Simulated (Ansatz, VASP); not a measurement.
# Two plane-wave programs on Au

```xyz
1
Lattice="2.6943 0.0000 0.0000 0.0000 2.6943 0.0000 0.0000 0.0000 2.6943" Properties=species:S:1:pos:R:3 pbc="T T T"
Au    0.0000    0.0000    0.0000
```

Alike in both runs: task single point; functional PBEsol; k mesh 13 × 13 × 13; occupations fermi-dirac, width 0.1 eV; no spin polarisation.

```csv
,VASP,Ansatz
version,VASP 6.6.1,Ansatz 0.2.0
potentials or method,"VASP PAW PBE potentials, release 64 (Au)","plane waves (420 eV) with PAW, scalar-relativistic"
plane-wave cutoff (eV),520,420
valence electrons in the cell,11,19
```

```csv
,VASP,Ansatz,Ansatz less VASP
pressure (GPa),-0.2,0.0,+0.20
```

With one functional, cell and mesh, what is left measures potentials, basis and numerics. The two sets of potentials don't hold the same shells in valence. Ansatz warned: «pseudo_functional_mismatch».

Caveats: the PAW data sets were made with another functional, which shifts forces and pressure a little (VASP). The runs have no spin-orbit coupling, so splittings on Au are missing.
